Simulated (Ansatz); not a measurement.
A plane-wave DFT run in Ansatz 0.2.0 (scalar-relativistic PAW potentials unless the input names others): input and command.

```yaml
crystal:
  lattice:
    - [-1.2505774339, -2.1660636543, 0.0]
    - [-3.7517323017, 2.1660636543, 0.0]
    - [0.0, 0.0, -4.1633535805]
  atoms:
    - { symbol: C, position: [0.0, 0.6666666667, 0.5627798337] }
    - { symbol: C, position: [0.5, 0.1666666667, 0.5627798337] }
    - { symbol: C, position: [0.0, 0.6666666667, 0.9372201663] }
    - { symbol: C, position: [0.5, 0.1666666667, 0.9372201663] }
    - { symbol: C, position: [0.0, 0.3333333333, 0.0627798337] }
    - { symbol: C, position: [0.5, 0.8333333333, 0.0627798337] }
    - { symbol: C, position: [0.0, 0.3333333333, 0.4372201663] }
    - { symbol: C, position: [0.5, 0.8333333333, 0.4372201663] }
basis:
  ecutwfc: 420
kpoints:
  mp_grid: { grid: [8, 4, 4] }
hamiltonian:
  xc: pbe
  dispersion: d3bj
scf:
  occupations: { method: gaussian, width: 0.02 }
  max_iter: 80
output:
  forces: true
  eigenvalues: true
  stress: true
relax:
  adjacent_minimum: "off"
  f_tol: 0.015
  max_steps: 60
  cell: { stress_tol: 0.15 }
  max_displacement: 2.0
```

```bash
ansatz run input.yaml --threads 1 --pin off --max-ram 2560MiB --backend cpu --events-out ev --progress --plain --runs-dir out
```

Abridged log:
```
The last accepted step is kept in <dir> (removed where the run ends without a failure and the disk answers)
Pseudopotentials: kind: paw
Pseudopotential: C, paw, valence charge 4, recommended cutoff 420 eV (normal)
Functional definition: PBE
Crystal: 8 atoms, lattice volume = 45.111 Å³
Basis set: ecut = 420 eV, 867 PW (Γ), exchange–correlation on 36×60×60 points (8 copies of the dense FFT grid, shifted against one another)
Bands: 24, of which v1, the nominal top of the filled ones, is band 16 counted from 1 (15 counted from 0)
Symmetry: 16 space group operations
Space group: P63/mmc (ITA 194), of the structure as read, at distance tolerance 3.6e-5 Å
k-points: 45 of 128
Initial density: superposition of atomic densities (neutral atoms: chi_scale 0, normalization atom), corrected by the library's trained network
Initial wavefunctions: pseudopotential atomic-orbital guess
Functional: x = pbe(κ = 0.804, μ = 0.21951497), c = pbe(β = 0.06672455)
SCF iter   1: F=—  HF=-2007.797335 eV  |F-HF|=—  |Δ(HF+E_count)|=         —  Δρ=4.23e-3  dr2=3.95e-3  ethr=1.77e-3  ⟨swp⟩=5.8  Hψ=5119  notcnv=0  defer=4
SCF iter   2: F=—  HF=-2007.796275 eV  |F-HF|=—  |Δ(HF+E_count)|=   1.06e-3  Δρ=1.85e-3  dr2=5.95e-4  ethr=1.24e-5  ⟨swp⟩=2.2  Hψ=2263  notcnv=0  defer=119
SCF iter   3: F=—  HF=-2007.796363 eV  |F-HF|=—  |Δ(HF+E_count)|=   8.79e-5  Δρ=2.46e-4  dr2=6.45e-6  ethr=1.86e-6  ⟨swp⟩=2.4  Hψ=1622  notcnv=0  defer=119
SCF iter   4: F=—  HF=-2007.796422 eV  |F-HF|=—  |Δ(HF+E_count)|=   5.96e-5  Δρ=1.09e-5  dr2=3.59e-8  ethr=2.02e-8  ⟨swp⟩=2.4  Hψ=1638  notcnv=0  defer=119
SCF iter   5: F=-2007.796422 eV  HF=-2007.796422 eV  |F-HF|=1.17e-9  |Δ(HF+E_count)|=   1.97e-9  Δρ=2.14e-6  dr2=6.64e-10  ethr=1.12e-10  ⟨swp⟩=2.2  Hψ=1620  notcnv=0  defer=119
SCF iter   6: F=-2007.796422 eV  HF=-2007.796422 eV  |F-HF|=3.27e-11  |Δ(HF+E_count)|=   1.25e-9  Δρ=3.06e-7  dr2=1.50e-11  ethr=2.07e-12  ⟨swp⟩=5.2  Hψ=3943  notcnv=0
SCF 1 converged in 6 iterations: F = -2007.796422 eV  dr2 = 1.50e-11
relax step   1: F+E_penalty+E_count = -2007.79642236 eV  Δ(F+E_penalty+E_count) = +0.000e0 eV  max|allowed force component| = 1.678e-3 eV/Å  Δτ_max = 0.0000 Å  P = +0.025 GPa  Ω = 45.111 Å³  (6 SCF iters, dr2 threshold 1.00e-7 eV, accepted)
Initial density: handed on by an earlier stage of this run
Initial wavefunctions: pseudopotential atomic-orbital guess (no wavefunctions were taken with the density)
SCF iter   1: F=—  HF=-2007.796371 eV  |F-HF|=—  |Δ(HF+E_count)|=         —  Δρ=1.37e-6  dr2=1.67e-10  ethr=4.94e-9  ⟨swp⟩=4.0  Hψ=8585  notcnv=0
SCF iter   2: F=-2007.796422 eV  HF=-2007.796422 eV  |F-HF|=2.69e-10  |Δ(HF+E_count)|=   5.16e-5  Δρ=7.41e-7  dr2=6.16e-11  ethr=1.00e-12  ⟨swp⟩=7.4  Hψ=5058  notcnv=0
SCF 2 converged in 2 iterations: F = -2007.796422 eV  dr2 = 6.16e-11
SCF converged after 2 iterations
Free energy (F): -2007.796422 eV
Harris-Foulkes:  -2007.796422 eV  (|F-HF|=2.69e-10)
Internal energy: -2007.796422 eV  (E = F + TS)
E sigma→0 (E₀):  -2007.796422 eV
Fermi energy:    15.409365 eV
  E_disp       = -1.540100  (pairwise vdW)
--- Forces (eV/Å), atoms counted from 1 ---
  atom   1  C      0.00028421    -0.00016409     0.00167954
  atom   2  C      0.00028421    -0.00016409     0.00167954
  atom   3  C      0.00028421    -0.00016409    -0.00167954
  atom   4  C      0.00028421    -0.00016409    -0.00167954
  atom   5  C     -0.00028421     0.00016409     0.00167954
  atom   6  C     -0.00028421     0.00016409     0.00167954
  atom   7  C     -0.00028421     0.00016409    -0.00167954
  atom   8  C     -0.00028421     0.00016409    -0.00167954
--- Stress (GPa, compression-positive) ---
        0.034072       0.018391       0.000000
        0.018391       0.055308       0.000000
        0.000000       0.000000      -0.013599
  P = ⅓ Tr σ = 0.0253 GPa (0.253 kbar)
--- Relaxed structure (1 steps of the walk, 1 accepted, 1 SCFs on fresh bases) ---
  F+E_penalty+E_count = -2007.79642236 eV   max|allowed force component| = 1.680e-3 eV/Å   (the final SCF, on the basis selected at the relaxed cell)
  cell:  # Å, volume = 45.1113 Å³
    - [-1.25057743, -2.16606365, 0.0]
    - [-3.75173230, 2.16606365, 0.0]
    - [0.0, 0.0, -4.1633535805]
  atoms:
    - { symbol: C, position: [0.0, 0.6666666667, 0.56277983] }
    - { symbol: C, position: [0.5, 0.16666666, 0.56277983] }
    - { symbol: C, position: [0.0, 0.6666666667, 0.9372201663] }
    - { symbol: C, position: [0.5, 0.16666666, 0.9372201663] }
    - { symbol: C, position: [0.0, 0.3333333333, 0.06277983] }
    - { symbol: C, position: [0.49999999, 0.8333333333, 0.06277983] }
    - { symbol: C, position: [0.0, 0.3333333333, 0.43722016] }
    - { symbol: C, position: [0.49999999, 0.8333333333, 0.43722016] }
```

One setting here is unusual or wrong in general: relaxation steps far too long (relax.max_displacement: not typed → 2.0). For this cell it did little harm to the result: the run converged in 8 SCF iterations over all its steps (reference: 8) with an energy at zero smearing within 0.01 meV/atom of the reference's, a relaxed volume of 5.64 Å³/atom, pressure 0.03 GPa, largest force 0.002 eV/Å, gap on the mesh 3.39 eV. A reference run from the same start on usual settings converged, and the end of its own relaxation has a relaxed volume of 5.64 Å³/atom, pressure 0.03 GPa, largest force 0.002 eV/Å, gap on the mesh 3.39 eV.

Time: 2.6 s on 1 thread of Intel(R) Xeon(R) 6975P-C (Granite Rapids), on a shared host, peak memory 0.35 GiB.